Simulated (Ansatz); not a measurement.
**Relaxing Mn**

The calculation used DFT PBEsol, scalar-relativistic, plane waves, PAW in Ansatz.

The start puts Mn on the grey arsenic (A7) structure type (R-3m, No. 166), at a guessed volume.

Input of the last, converged step (default PAW datasets):

```yaml
crystal:
  lattice:
    - [0.0, 1.7293154023, 1.7293154023]
    - [1.7293154023, 0.0, 1.7293154023]
    - [1.7293154023, 1.7293154023, 0.0]
  atoms:
    - { symbol: Mn, position: [0.5, 0.5, 0.5] }
basis:
  ecutwfc: 420
kpoints:
  mp_grid: { grid: [28, 28, 28] }
hamiltonian:
  xc: pbesol
scf:
  occupations: { method: gaussian, width: 0.1 }
output:
  forces: true
  stress: true
  eigenvalues: true
relax:
  adjacent_minimum: "off"
  f_tol: 0.01
  max_steps: 80
  cell: { stress_tol: 0.05 }
```

It can be run as:

```bash
ansatz run input.yaml --threads 1 --pin off --backend cpu --events-out ev --progress --plain --runs-dir out  # memory cap (--max-ram) not shown
```

End of the output:

```
SCF converged after 6 iterations
Free energy (F): -3868.741088 eV
Harris-Foulkes:  -3868.741088 eV  (|F-HF|=4.55e-12)
Internal energy: -3868.734110 eV  (E = F + TS)
E sigma→0 (E₀):  -3868.737599 eV
Entropy (-TS):   -0.006979 eV (-6.979 meV/atom)
Fermi energy:    21.068599 eV
--- Per-component energies (eV) ---
  E_band       = -145.827089
  E_kinetic    = 309.773886
  E_local      = -1522.096752  (includes V_loc(G=0)·N_el)
  E_nonlocal   = 237.305079
  E_hartree    = 634.527830
  E_xc         = -115.728852
  E_vxc        = -148.905603  (∫ρ·V_xc dr)
  E_paw        = -1266.098473  (= ΣΔE_a)
  E_vpaw       = -290.959502  (= ΣTr[D̂ρ^β])
  E_aug_tail   = -0.000009  (compensation charges beyond the density's cutoff)
  E_ewald      = -2146.586470
  E_core_change = 0.169650  (= ΣΔE_core)
  E_smearing   = -0.006979  (= −TS)
  E_closure    =  0.000000  (closes the sum)
  Σ components = -3868.741088   (vs F -3868.741088, Δ=0.00e0)
--- Forces (eV/Å), atoms counted from 1 ---
  atom   1  Mn     0.00000000     0.00000000     0.00000000
  max |Σ_I F_I| component: 4.63e-29 eV/Å
--- Stress (GPa, compression-positive) ---
        0.000848       0.000000       0.000000
        0.000000       0.000848       0.000000
        0.000000       0.000000       0.000848
  P = ⅓ Tr σ = 0.0008 GPa (0.008 kbar)
--- Relaxed structure (3 steps of the walk, 3 accepted, 1 SCFs on fresh bases) ---
  F+E_penalty+E_count = -3868.74108845 eV   max|allowed force component| = 0.000e0 eV/Å   (the final SCF, on the basis selected at the relaxed cell)
  cell:  # Å, volume = 10.3559 Å³
    - [0.000000, 1.730024, 1.730024]
    - [1.730024, 0.000000, 1.730024]
    - [1.730024, 1.730024, 0.000000]
  atoms:
    - { symbol: Mn, position: [0.5, 0.5, 0.5] }
```

Total energies depend on the potentials used, so only differences within one code and one set of settings carry meaning.

The result has space group Fm-3m (No. 225). Mn is coordinated by 12 Mn at 2.45 Å.

It lies 0.09 eV/atom above the element's standard state at the same level.

The k mesh leaves about 4 meV/atom of noise in metals.

Symmetry constrained the relaxation, so the result can be a saddle point.